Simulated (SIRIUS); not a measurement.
**V in SIRIUS: the effect of starting spin order**

The system is V.

```xyz
1
Lattice="-1.5144 1.5144 1.5144 1.5144 -1.5144 1.5144 1.5144 1.5144 -1.5144" Properties=species:S:1:pos:R:3 pbc="T T T"
V     0.0000    0.0000    0.0000
```

Alike in all runs:

| Quantity | Value |
| --- | --- |
| Program | SIRIUS 7.10.0 |
| Task | single point |
| Functional | PBE |
| Potentials or basis | PseudoDojo 0.4.1 PBE standard (scalar relativistic) |
| Cutoff | 1152 eV |
| Density cutoff | 4606 eV |
| k mesh | 5 × 5 × 5 |
| Occupations | fermi-dirac, width 0.05 eV |

Q: One run gave: energy over the lowest run 4.3 meV/atom; final net moment 0.00 μB. Which starting spin order did it use?
A. nm
B. fm
C. ferromagnetic start, larger moments

A: A.

```csv
starting spin order,energy over the lowest run (meV/atom),final net moment (μB)
nm,4.3,0.00
fm,0.0,0.39
"ferromagnetic start, larger moments",0.0,0.39
```

Caveats: all runs use coarse meshes.
